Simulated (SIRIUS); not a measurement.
# Eu (Im-3m) in SIRIUS: notebook

One crystal, Eu, is run at these levels: BLYP; tasks: equation of state.

All numbers are computed with SIRIUS 7.12.0; they aren't measurements. Logs are shortened: lines on timing, memory, paths and dates and some standing lists are left out, and cuts for length are marked. The log counts tension as positive stress, the text compression.

## (1) The crystal as given

The structure is cubic, space group Im-3m (No. 229). The conventional cell has a = 4.606 Å, b = 4.606 Å, c = 4.606 Å, α = 90.00°, β = 90.00°, γ = 90.00°. Around Eu (site symmetry m-3m) lie 8 Eu at 3.99 Å.

## (2) Equation of state, BLYP, collinear spin, ferromagnetic start, 45.93 Å³/atom (volume scaled by 0.94)

sirius.json

```json
{
  "control": {
    "processing_unit": "cpu",
    "std_evp_solver_name": "lapack",
    "gen_evp_solver_name": "lapack",
    "verbosity": 2,
    "print_forces": false,
    "ortho_rf": true,
    "use_second_variation": true,
    "rmt_max": 3.0,
    "num_bands_to_print": 24,
    "save_wf": true
  },
  "parameters": {
    "electronic_structure_method": "full_potential_lapwlo",
    "xc_functionals": ["XC_GGA_X_B88", "XC_GGA_C_LYP"],
    "core_relativity": "dirac",
    "valence_relativity": "iora",
    "num_fv_states": 28,
    "smearing": "fermi_dirac",
    "smearing_width": 0.0018374661,
    "pw_cutoff": 20,
    "gk_cutoff": 3.51,
    "lmax_apw": 11,
    "lmax_rho": 8,
    "lmax_pot": 8,
    "num_mag_dims": 1,
    "auto_rmt": 0,
    "ngridk": [8, 8, 8],
    "shiftk": [0, 0, 0],
    "num_dft_iter": 80,
    "energy_tol": 1e-07,
    "density_tol": 1e-05,
    "use_symmetry": true
  },
  "settings": {"tol_ne": 1e-10},
  "iterative_solver": {"type": "exact"},
  "mixer": {"type": "anderson", "beta": 0.2, "max_history": 12},
  "unit_cell": {
    "lattice_vectors": [
      [-4.2631972086, 4.2631972086, 4.2631972086],
      [4.2631972086, -4.2631972086, 4.2631972086],
      [4.2631972086, 4.2631972086, -4.2631972086]
    ],
    "atom_types": ["Eu"],
    "atom_files": {"Eu": "Eu.json"},
    "atoms": {"Eu": [[0.0, 0.0, 0.0, 0.0, 0.0, 7.0]]}
  }
}
```

Eu.json

```json
{
  "name": "europium",
  "symbol": "Eu",
  "number": 63,
  "mass": 151.964,
  "rmin": 1e-06,
  "rmt": 2.65,
  "nrmt": 800,
  "rinf": 18.83,
  "core": "1s2s2p3s3p3d4s4p",
  "valence": [
    {"basis": [{"enu": -0.04, "dme": 0, "n": 0, "auto": 0}, {"enu": -0.04, "dme": 1, "n": 0, "auto": 0}]},
    {"l": 0, "n": 1, "basis": [{"enu": 0.06, "dme": 0, "n": 0, "auto": 0}]},
    {"l": 1, "n": 2, "basis": [{"enu": 0.06, "dme": 0, "n": 0, "auto": 0}]},
    {"l": 2, "n": 3, "basis": [{"enu": 0.06, "dme": 0, "n": 0, "auto": 0}]},
    {"l": 3, "n": 4, "basis": [{"enu": 0.06, "dme": 0, "n": 0, "auto": 0}]},
    {"l": 4, "n": 5, "basis": [{"enu": 0.06, "dme": 0, "n": 0, "auto": 0}]}
  ],
  "lo": [
    {"l": 0, "basis": [{"enu": 0.06, "dme": 0, "n": 0, "auto": 0}, {"enu": 0.06, "dme": 1, "n": 0, "auto": 0}]},
    {
      "l": 0,
      "basis": [{"enu": -1.4677, "dme": 0, "n": 5, "auto": 1}, {"enu": -1.4677, "dme": 1, "n": 5, "auto": 1}]
    },
    {
      "l": 0,
      "basis": [{"enu": -1.4677, "dme": 1, "n": 5, "auto": 1}, {"enu": 0.06, "dme": 0, "n": 0, "auto": 0}]
    },
    {"l": 0, "basis": [{"enu": 0.06, "dme": 0, "n": 0, "auto": 0}, {"enu": 2.3384, "dme": 0, "n": 0, "auto": 0}]},
    {"l": 1, "basis": [{"enu": 0.06, "dme": 0, "n": 0, "auto": 0}, {"enu": 0.06, "dme": 1, "n": 0, "auto": 0}]},
    {
      "l": 1,
      "basis": [{"enu": -0.7039, "dme": 0, "n": 5, "auto": 1}, {"enu": -0.7039, "dme": 1, "n": 5, "auto": 1}]
    },
    {
      "l": 1,
      "basis": [{"enu": -0.7039, "dme": 1, "n": 5, "auto": 1}, {"enu": 0.06, "dme": 0, "n": 0, "auto": 0}]
    },
    {"l": 1, "basis": [{"enu": 0.06, "dme": 0, "n": 0, "auto": 0}, {"enu": 2.6801, "dme": 0, "n": 0, "auto": 0}]},
    {"l": 2, "basis": [{"enu": 0.06, "dme": 0, "n": 0, "auto": 0}, {"enu": 0.06, "dme": 1, "n": 0, "auto": 0}]},
    {
      "l": 2,
      "basis": [{"enu": -4.7748, "dme": 0, "n": 4, "auto": 1}, {"enu": -4.7748, "dme": 1, "n": 4, "auto": 1}]
    },
    {
      "l": 2,
      "basis": [{"enu": -4.7748, "dme": 1, "n": 4, "auto": 1}, {"enu": 0.06, "dme": 0, "n": 0, "auto": 0}]
    },
    {"l": 2, "basis": [{"enu": 0.06, "dme": 0, "n": 0, "auto": 0}, {"enu": 3.0219, "dme": 0, "n": 0, "auto": 0}]},
    {"l": 3, "basis": [{"enu": 0.06, "dme": 0, "n": 0, "auto": 0}, {"enu": 0.06, "dme": 1, "n": 0, "auto": 0}]},
    {"l": 3, "basis": [{"enu": 0.06, "dme": 1, "n": 0, "auto": 0}, {"enu": 0.06, "dme": 2, "n": 0, "auto": 0}]},
    {"l": 3, "basis": [{"enu": 0.06, "dme": 0, "n": 0, "auto": 0}, {"enu": 2.5378, "dme": 0, "n": 0, "auto": 0}]},
    {"l": 4, "basis": [{"enu": 0.06, "dme": 0, "n": 0, "auto": 0}, {"enu": 0.06, "dme": 1, "n": 0, "auto": 0}]},
    {"l": 4, "basis": [{"enu": 0.06, "dme": 0, "n": 0, "auto": 0}, {"enu": 2.7941, "dme": 0, "n": 0, "auto": 0}]}
  ],
  "free_atom": [... radial grid and density of the free atom, the start of the SCF ...]
}
```

sirius_start.json

```json
{
  "control": {
    "processing_unit": "cpu",
    "std_evp_solver_name": "lapack",
    "gen_evp_solver_name": "lapack",
    "verbosity": 1,
    "print_forces": false,
    "ortho_rf": true,
    "use_second_variation": true,
    "rmt_max": 3.0,
    "num_bands_to_print": 24,
    "save_wf": false
  },
  "parameters": {
    "electronic_structure_method": "full_potential_lapwlo",
    "xc_functionals": ["XC_LDA_X", "XC_LDA_C_PW"],
    "core_relativity": "dirac",
    "valence_relativity": "iora",
    "num_fv_states": 28,
    "smearing": "fermi_dirac",
    "smearing_width": 0.0055123983,
    "pw_cutoff": 20,
    "gk_cutoff": 2.81,
    "lmax_apw": 11,
    "lmax_rho": 8,
    "lmax_pot": 8,
    "num_mag_dims": 1,
    "auto_rmt": 0,
    "ngridk": [3, 3, 3],
    "shiftk": [0, 0, 0],
    "num_dft_iter": 30,
    "energy_tol": 0.01,
    "density_tol": 0.05,
    "use_symmetry": true
  },
  "settings": {"tol_ne": 1e-10},
  "iterative_solver": {"type": "exact"},
  "mixer": {"type": "anderson", "beta": 0.2, "max_history": 12},
  "unit_cell": {
    "lattice_vectors": [
      [-4.2631972086, 4.2631972086, 4.2631972086],
      [4.2631972086, -4.2631972086, 4.2631972086],
      [4.2631972086, 4.2631972086, -4.2631972086]
    ],
    "atom_types": ["Eu"],
    "atom_files": {"Eu": "Eu.json"},
    "atoms": {"Eu": [[0.0, 0.0, 0.0, 0.0, 0.0, 7.0]]}
  }
}
```

Potentials or basis: all-electron FP-LAPW, apw+lo standard.

Command:

```sh
OMP_NUM_THREADS=1 sirius.scf --input=sirius_start.json --output=start.json
OMP_NUM_THREADS=1 sirius.scf --input=sirius.json --output=output.json --task=1
```

The log of the run:

```text
[info] SIRIUS version : 7.12.0
[info] number of MPI ranks           : 1
[info] MPI grid                      : 1 1
[info] maximum number of OMP threads : 1
[fft] FFT context for density and potential
[fft] =====================================
[fft]   plane wave cutoff                     : 20
[fft]   grid size                             : 50 50 50   total : 125000
[fft]   grid limits                           : -24 25   -24 25   -24 25
[fft]   number of G-vectors within the cutoff : 41907
[fft]   number of G-shells                    : 1060
[fft] FFT context for coarse grid
[fft] =====================================
[fft]   plane wave cutoff                     : 7.02
[fft]   grid size                             : 20 20 20   total : 8000
[fft]   grid limits                           : -9 10   -9 10   -9 10
[fft]   number of G-vectors within the cutoff : 1865
[fft]   number of G-shells                    : 65
[unit cell] lattice vectors
[unit cell]   a1 :      -4.2631972086      4.2631972086      4.2631972086
[unit cell]   a2 :       4.2631972086     -4.2631972086      4.2631972086
[unit cell]   a3 :       4.2631972086      4.2631972086     -4.2631972086
[unit cell] reciprocal lattice vectors
[unit cell]   b1 :       0.0000000000      0.7369099997      0.7369099997
[unit cell]   b2 :       0.7369099997      0.0000000000      0.7369099997
[unit cell]   b3 :       0.7369099997      0.7369099997      0.0000000000
[unit cell] unit cell volume :       309.93188664 [a.u.^3]
[unit cell] 1/sqrt(omega)    :         0.05680242
[unit cell] MT volume        :        77.95181491 (25.15%)
[unit cell] IT volume        :       231.98007173 (74.85%)
[unit cell] number of atom types : 1
[unit cell] type id : 0 symbol : Eu mt_radius :   2.650000 num_atoms : 1
[unit cell] total number of atoms : 1
[unit cell] number of symmetry classes : 1
[unit cell] atom id  type id  class id             position                      vector_field
[unit cell] ------------------------------------------------------------------------------------------
[unit cell]      0        0        0      0.00000   0.00000   0.00000      0.00000   0.00000   7.00000
[unit cell] atom id         position (Cartesian, a.u.)
[unit cell] ---------------------------------------------
[unit cell]      0       0.000000    0.000000    0.000000
[unit cell] class id : 0 atom id : 0
[unit cell] minimum bond length:     7.384074
[sym] space group number   : 229
[sym] international symbol : Im-3m
[sym] Hall symbol          : -I 4 2 3
[sym] space group transformation matrix :
[sym]  -0.5000  0.5000  0.5000
[... 309 lines left out ...]
[diagonalize]            -4.511835   -4.511835   -4.511835   -4.511616   -4.511615   -1.242877   -0.496053   -0.493916   -0.490405    0.188954    0.194041    0.255087    0.300623    0.307456    0.313629    0.323543    0.323594    0.324711    0.329840    0.344713    0.362059    0.417384    0.447918    0.490105
[diagonalize] ik:   26   -4.707594   -4.707593   -4.707593   -4.707477   -4.707476   -1.352266   -0.577949   -0.576868   -0.576868    0.146146    0.148414    0.148996    0.150071    0.150849    0.150849    0.154494    0.154494    0.166602    0.279980    0.279980    0.297966    0.329447    0.448991    0.448991
[diagonalize]            -4.511835   -4.511834   -4.511834   -4.511617   -4.511615   -1.242785   -0.494762   -0.493331   -0.493331    0.181727    0.189763    0.296581    0.296581    0.298274    0.310865    0.323728    0.323728    0.325162    0.341862    0.341862    0.354399    0.379948    0.494859    0.494859
[diagonalize] ik:   27   -4.707594   -4.707593   -4.707593   -4.707477   -4.707477   -1.352163   -0.578729   -0.577532   -0.576965    0.145710    0.147153    0.148699    0.150193    0.150696    0.151492    0.154699    0.156958    0.158570    0.281897    0.291144    0.349258    0.353801    0.385014    0.409136
[diagonalize]            -4.511835   -4.511835   -4.511835   -4.511616   -4.511616   -1.242653   -0.495667   -0.494152   -0.493468    0.181985    0.182726    0.292809    0.301175    0.310275    0.312724    0.324196    0.324391    0.324688    0.344847    0.348138    0.394694    0.403023    0.431530    0.454457
[diagonalize] ik:   28   -4.707593   -4.707593   -4.707593   -4.707478   -4.707478   -1.352067   -0.578207   -0.578207   -0.578207    0.143641    0.143641    0.148449    0.150521    0.150521    0.150521    0.154914    0.154914    0.154914    0.349736    0.349736    0.349736    0.351347    0.351347    0.351347
[diagonalize]            -4.511835   -4.511835   -4.511835   -4.511617   -4.511617   -1.242530   -0.494986   -0.494986   -0.494986    0.175916    0.175916    0.309001    0.309001    0.309001    0.312796    0.324713    0.324713    0.324713    0.395653    0.395653    0.395653    0.400182    0.400182    0.400182
[generate_core_charge_density] atom class : 0
[generate_core_charge_density]   n,l,k : 1 0 1  energy :       -1775.79502970
[generate_core_charge_density]   n,l,k : 2 0 1  energy :        -291.21794894
[generate_core_charge_density]   n,l,k : 2 1 1  energy :        -276.27021940
[generate_core_charge_density]   n,l,k : 2 1 2  energy :        -252.44175729
[generate_core_charge_density]   n,l,k : 3 0 1  energy :         -63.82302213
[generate_core_charge_density]   n,l,k : 3 1 1  energy :         -57.36860499
[generate_core_charge_density]   n,l,k : 3 1 2  energy :         -52.51122382
[generate_core_charge_density]   n,l,k : 3 2 2  energy :         -41.34276671
[generate_core_charge_density]   n,l,k : 3 2 3  energy :         -40.28558352
[generate_core_charge_density]   n,l,k : 4 0 1  energy :         -12.39639759
[generate_core_charge_density]   n,l,k : 4 1 1  energy :          -9.90358042
[generate_core_charge_density]   n,l,k : 4 1 2  energy :          -8.82991868
[find] total moment          : [  0.00000,   0.00000,   7.45547], magnitude : 7.455470
[find] Total energy                   :  -10853.24270290 (Ha),  -21706.48540580 (Ry)
[find] iteration : 1, RMS (target) : 3.4205e-01 (1.0000e-05) , energy difference (target) : 4.0198e-04 (1.0000e-07)
[find] total moment          : [  0.00000,   0.00000,   7.37897], magnitude : 7.378973
[find] Total energy                   :  -10853.24315847 (Ha),  -21706.48631693 (Ry)
[... 37 lines left out ...]
[find] valence_eval_sum               :     -50.19361613
[find] core_eval_sum                  :   -6634.92882619
[find] kinetic energy                 :   11800.43154350
[find] enuc                           :  -13325.82290323
[find] <rho|V^{XC}>                   :    -317.98454776
[find] <rho|E^{XC}>                   :    -244.35974355
[find] <mag|B^{XC}>                   :      -0.58514190
[find] <rho|V^{H}>                    :  -18166.98429615
[find] smearing (-TS)                 :      -0.00030437
[find] SCF correction                 :      -0.00001106
[find] Total energy                   :  -10853.24326242 (Ha),  -21706.48652484 (Ry)
[find] Free energy (E-TS)             :  -10853.24356679 (Ha),  -21706.48713357 (Ry)
[find] band gap (eV)                  :       0.00000000
[find] Efermi                         :       0.19150297
[find] iteration : 11, RMS (target) : 9.1484e-07 (1.0000e-05) , energy difference (target) : 2.4324e-08 (1.0000e-07)
[find] converged after 12 SCF iterations!
Warning in function "check_num_electrons" at src/density/density.cpp:1179
wrong number of electrons
  obtained value : 62.9997
  target value : 63
  difference : 0.000317479
  total core leakage : 3.75104e-07
    atom class : 0, core leakage : 3.75104e-07
[find] Charges and magnetic moments
[find] --------------------------------------------------------------------------------
[find] atom      charge    core leakage                 moment                |moment|
[find] --------------------------------------------------------------------------------
[find]    0   60.832139    3.751040e-07  [  0.00000,   0.00000,   6.88739]    6.887392
[find] total core leakage    : 3.75103967e-07
[find] interstitial charge   : 2.167543
[find] interstitial moment   : [  0.00000,   0.00000,   0.32741], magnitude : 0.327411
[find] total charge          : 62.999683
[find] total moment          : [  0.00000,   0.00000,   7.21480], magnitude : 7.214803
[find] Energy
[find] --------------------------------------------------------------------------------
[find] valence_eval_sum               :     -50.19361613
[find] core_eval_sum                  :   -6634.92882619
[find] kinetic energy                 :   11800.43154350
[find] enuc                           :  -13325.82290323
[find] <rho|V^{XC}>                   :    -317.98454776
[find] <rho|E^{XC}>                   :    -244.35974355
[find] <mag|B^{XC}>                   :      -0.58514190
[find] <rho|V^{H}>                    :  -18166.98429615
[find] smearing (-TS)                 :      -0.00030437
[find] SCF correction                 :      -0.00001106
[find] Total energy                   :  -10853.24326242 (Ha),  -21706.48652484 (Ry)
[find] Free energy (E-TS)             :  -10853.24356679 (Ha),  -21706.48713357 (Ry)
[find] band gap (eV)                  :       0.00000000
[find] Efermi                         :       0.19150297
```

Run time: 1.8 min. Hardware: 1 thread of Arm Neoverse V2, shared host; peak memory 0.69 GiB.

Results:

```
Free energy                                       : -295331.8027 eV
Band gap on the k mesh                            : none (metal or under the smearing width)
Net moment                                        : 7.21 μB per cell
Site moments                                      : Eu +6.89 μB
All electrons inside the program's atomic spheres : Eu 60.83 (radii Eu 2.65 bohr)
```

Caveat: spin-orbit coupling is left out, which moves the levels of the heavy elements.

## (3) Equation of state, BLYP, collinear spin, ferromagnetic start, 46.90 Å³/atom (volume scaled by 0.96)

sirius.json, as its differences from that of step 2:

```diff
@@ -40,5 +40,5 @@
     "lattice_vectors": [
-      [-4.2631972086, 4.2631972086, 4.2631972086],
-      [4.2631972086, -4.2631972086, 4.2631972086],
-      [4.2631972086, 4.2631972086, -4.2631972086]
+      [-4.2932207134, 4.2932207134, 4.2932207134],
+      [4.2932207134, -4.2932207134, 4.2932207134],
+      [4.2932207134, 4.2932207134, -4.2932207134]
     ],
```

Eu.json is that of step 2.

sirius_start.json, as its differences from that of step 2:

```diff
@@ -40,5 +40,5 @@
     "lattice_vectors": [
-      [-4.2631972086, 4.2631972086, 4.2631972086],
-      [4.2631972086, -4.2631972086, 4.2631972086],
-      [4.2631972086, 4.2631972086, -4.2631972086]
+      [-4.2932207134, 4.2932207134, 4.2932207134],
+      [4.2932207134, -4.2932207134, 4.2932207134],
+      [4.2932207134, 4.2932207134, -4.2932207134]
     ],
```

Potentials or basis: all-electron FP-LAPW, apw+lo standard.

Command:

```sh
OMP_NUM_THREADS=1 sirius.scf --input=sirius_start.json --output=start.json
OMP_NUM_THREADS=1 sirius.scf --input=sirius.json --output=output.json --task=1
```

It took 1.7 min on 1 thread of Arm Neoverse V2, shared host; peak memory 0.69 GiB.

Results (log left out):

| Quantity | Value |
| --- | --- |
| Free energy | -295331.7988 eV |
| Band gap on the k mesh | none (metal or under the smearing width) |
| Net moment | 7.22 μB per cell |
| Site moments | Eu +6.89 μB |
| All electrons inside the program's atomic spheres | Eu 60.83 (radii Eu 2.65 bohr) |

Caveat: spin-orbit coupling is left out, which moves the levels of the heavy elements.

## (4) Equation of state, BLYP, collinear spin, ferromagnetic start, 47.88 Å³/atom (volume scaled by 0.98)

sirius.json, as its differences from that of step 3:

```diff
@@ -40,5 +40,5 @@
     "lattice_vectors": [
-      [-4.2932207134, 4.2932207134, 4.2932207134],
-      [4.2932207134, -4.2932207134, 4.2932207134],
-      [4.2932207134, 4.2932207134, -4.2932207134]
+      [-4.3228300676, 4.3228300676, 4.3228300676],
+      [4.3228300676, -4.3228300676, 4.3228300676],
+      [4.3228300676, 4.3228300676, -4.3228300676]
     ],
```

Eu.json is that of step 3.

sirius_start.json, as its differences from that of step 3:

```diff
@@ -40,5 +40,5 @@
     "lattice_vectors": [
-      [-4.2932207134, 4.2932207134, 4.2932207134],
-      [4.2932207134, -4.2932207134, 4.2932207134],
-      [4.2932207134, 4.2932207134, -4.2932207134]
+      [-4.3228300676, 4.3228300676, 4.3228300676],
+      [4.3228300676, -4.3228300676, 4.3228300676],
+      [4.3228300676, 4.3228300676, -4.3228300676]
     ],
```

Command:

```sh
OMP_NUM_THREADS=1 sirius.scf --input=sirius_start.json --output=start.json
OMP_NUM_THREADS=1 sirius.scf --input=sirius.json --output=output.json --task=1
```

Wall time 2.1 min (1 thread of Arm Neoverse V2, shared host); peak memory 0.7 GiB.

The run converged. Its results:

```
Free energy                                       : -295331.7929 eV
Band gap on the k mesh                            : none (metal or under the smearing width)
Net moment                                        : 7.23 μB per cell
Site moments                                      : Eu +6.89 μB
All electrons inside the program's atomic spheres : Eu 60.82 (radii Eu 2.65 bohr)
```

Caveat: spin-orbit coupling is left out, which moves the levels of the heavy elements.

(Part 1 of 2 ends here.)
